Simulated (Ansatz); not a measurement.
Input, command and steps of an Ansatz relaxation.

```yaml
crystal:
  lattice:
    - [-4.6308939333, 4.6308939333, 2.6800964261]
    - [4.6308939333, -4.6308939333, 2.6800964261]
    - [4.6308939333, 4.6308939333, -2.6800964261]
  atoms:
    - { symbol: Si, position: [0.176273032, 0.176273032, 0.3525460641] }
    - { symbol: Si, position: [0.823726968, 0.176273032, 0.0] }
    - { symbol: Si, position: [0.176273032, 0.823726968, 0.0] }
    - { symbol: Si, position: [0.823726968, 0.823726968, 0.6474539359] }
    - { symbol: O, position: [0.5, 0.5, 0.5] }
    - { symbol: O, position: [0.0, 0.5, 0.0] }
    - { symbol: O, position: [0.5, 0.0, 0.0] }
    - { symbol: O, position: [0.0, 0.0, 0.5] }
    - { symbol: O, position: [0.0, 0.2049273069, 0.2049273069] }
    - { symbol: O, position: [0.7950726931, 0.0, 0.7950726931] }
    - { symbol: O, position: [0.2049273069, 0.0, 0.2049273069] }
    - { symbol: O, position: [0.0, 0.7950726931, 0.7950726931] }
basis:
  ecutwfc: 500
kpoints:
  mp_grid: { grid: [6, 6, 6] }
hamiltonian:
  xc: r2scan
scf:
  occupations: { method: gaussian, width: 0.02 }
output:
  forces: true
  stress: true
  eigenvalues: true
relax:
  adjacent_minimum: "off"
  f_tol: 0.01
  max_steps: 30
  cell: { stress_tol: 0.1, fix: [volume] }
```

```bash
ansatz run input.yaml --threads 2 --pin off --max-ram 5120MiB --backend cpu --events-out ev --progress --plain --runs-dir out
```

These are results of DFT r2SCAN, scalar-relativistic, plane waves, PAW (Ansatz), not measurements.

The volume is held at 1.1 times that of the relaxed cell.

Of 5 frames 4 are shown, positions in Å and forces in eV/Å; the SCF threshold varies from step to step. Steps run on the plane waves of an earlier cell, with a Pulay correction in the pressure. The basis is chosen afresh for the last frame, the zero of the energies, and at times for earlier ones too; energy and pressure can step there, also at an unchanged geometry. Where two frames share a geometry here, they differ by under 2 meV/atom and 0.3 GPa.

```xyz
12
Lattice="-4.6309 4.6309 2.6801 4.6309 -4.6309 2.6801 4.6309 4.6309 -2.6801" Properties=species:S:1:pos:R:3:forces:R:3 pbc="T T T" step=1 free_energy_over_end_meV_per_atom=0.60 pressure_GPa=-11.46
Si    1.6326    1.6326    0.0000   -0.0257   -0.0257    0.0000
Si   -2.9983    2.9983    2.6801   -0.0257    0.0257    0.0000
Si    2.9983   -2.9983    2.6801    0.0257   -0.0257    0.0000
Si    2.9983    2.9983    2.6801    0.0257    0.0257    0.0000
O     2.3154    2.3154    1.3400    0.0000    0.0000    0.0000
O     2.3154   -2.3154    1.3400    0.0000    0.0000    0.0000
O    -2.3154    2.3154    1.3400    0.0000    0.0000    0.0000
O     2.3154    2.3154   -1.3400    0.0000    0.0000    0.0000
O     1.8980    0.0000    0.0000   -0.1807    0.0000    0.0000
O     0.0000    7.3638    0.0000    0.0000    0.1807    0.0000
O     0.0000    1.8980    0.0000    0.0000   -0.1807    0.0000
O     7.3638    0.0000    0.0000    0.1807    0.0000    0.0000
12
Lattice="-4.6341 4.6341 2.6764 4.6341 -4.6341 2.6764 4.6341 4.6341 -2.6764" Properties=species:S:1:pos:R:3:forces:R:3 pbc="T T T" step=2 free_energy_over_end_meV_per_atom=0.30 pressure_GPa=-11.38
Si    1.6323    1.6323    0.0000   -0.0032   -0.0032    0.0000
Si   -3.0018    3.0018    2.6764   -0.0032    0.0032    0.0000
Si    3.0018   -3.0018    2.6764    0.0032   -0.0032    0.0000
Si    3.0018    3.0018    2.6764    0.0032    0.0032    0.0000
O     2.3170    2.3170    1.3382    0.0000    0.0000    0.0000
O     2.3170   -2.3170    1.3382    0.0000    0.0000    0.0000
O    -2.3170    2.3170    1.3382    0.0000    0.0000    0.0000
O     2.3170    2.3170   -1.3382    0.0000    0.0000    0.0000
O     1.8937    0.0000    0.0000   -0.1343    0.0000    0.0000
O     0.0000    7.3745    0.0000    0.0000    0.1343    0.0000
O     0.0000    1.8937    0.0000    0.0000   -0.1343    0.0000
O     7.3745    0.0000    0.0000    0.1343    0.0000    0.0000
12
Lattice="-4.6370 4.6370 2.6731 4.6370 -4.6370 2.6731 4.6370 4.6370 -2.6731" Properties=species:S:1:pos:R:3:forces:R:3 pbc="T T T" step=3 free_energy_over_end_meV_per_atom=0.01 pressure_GPa=-11.19
Si    1.6320    1.6320    0.0000   -0.0073   -0.0073    0.0000
Si   -3.0050    3.0050    2.6731   -0.0073    0.0073    0.0000
Si    3.0050   -3.0050    2.6731    0.0073   -0.0073    0.0000
Si    3.0050    3.0050    2.6731    0.0073    0.0073    0.0000
O     2.3185    2.3185    1.3365    0.0000    0.0000    0.0000
O     2.3185   -2.3185    1.3365    0.0000    0.0000    0.0000
O    -2.3185    2.3185    1.3365    0.0000    0.0000    0.0000
O     2.3185    2.3185   -1.3365    0.0000    0.0000    0.0000
O     1.8807    0.0000    0.0000    0.0145    0.0000    0.0000
O     0.0000    7.3933    0.0000    0.0000   -0.0145    0.0000
O     0.0000    1.8807    0.0000    0.0000    0.0145    0.0000
O     7.3933    0.0000    0.0000   -0.0145    0.0000    0.0000
12
Lattice="-4.6389 4.6389 2.6708 4.6389 -4.6389 2.6708 4.6389 4.6389 -2.6708" Properties=species:S:1:pos:R:3:forces:R:3 pbc="T T T" step=5 free_energy_over_end_meV_per_atom=0.00 pressure_GPa=-11.20
Si    1.6321    1.6321    0.0000    0.0000    0.0000    0.0000
Si   -3.0069    3.0069    2.6708    0.0000    0.0000    0.0000
Si    3.0069   -3.0069    2.6708    0.0000    0.0000    0.0000
Si    3.0069    3.0069    2.6708    0.0000    0.0000    0.0000
O     2.3195    2.3195    1.3354    0.0000    0.0000    0.0000
O     2.3195   -2.3195    1.3354    0.0000    0.0000    0.0000
O    -2.3195    2.3195    1.3354    0.0000    0.0000    0.0000
O     2.3195    2.3195   -1.3354    0.0000    0.0000    0.0000
O     1.8820    0.0000    0.0000   -0.0020    0.0000    0.0000
O     0.0000    7.3958    0.0000    0.0000    0.0020    0.0000
O     0.0000    1.8820    0.0000    0.0000   -0.0020    0.0000
O     7.3958    0.0000    0.0000    0.0020    0.0000    0.0000
```

It took 88 s on 2 threads of Arm Neoverse V2 (shared host), peak memory 1.3 GiB.